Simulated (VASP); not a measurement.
# BeS: kinetic-energy density

BeS, F-43m (no. 216), 2 atoms in the cell. PBE; PAW potentials S, Be (PBE set).

## Input

INCAR:
```
PREC = Accurate
ENCUT = 520
EDIFF = 1E-7
ISMEAR = 0
SIGMA = 0.02
LREAL = False
LASPH = True
ALGO = Normal
NELM = 100
ISIF = 2
LWAVE = False
LCHARG = True
LTAU = True
```

KPOINTS:
```
k-points
0
Gamma
  8 8 8
```

POSCAR:
```
BeS
1.0
    0.0000000000      2.4250000000      2.4250000000
    2.4250000000      0.0000000000      2.4250000000
    2.4250000000      2.4250000000      0.0000000000
S Be
1 1
Direct
    0.7500000000      0.7500000000      0.7500000000
    0.0000000000      0.0000000000      0.0000000000
```

Commands:
```
cat potpaw_PBE.64/S/POTCAR potpaw_PBE.64/Be/POTCAR > POTCAR
mpirun -np 1 vasp_std > vasp.out
```

## Result

- Kinetic energy of the pseudo orbitals (eV): 141.77

VASP 6.6.1 took 5.3 s on 1 core (Intel Xeon Platinum 8559C (Emerald Rapids)), a shared host.
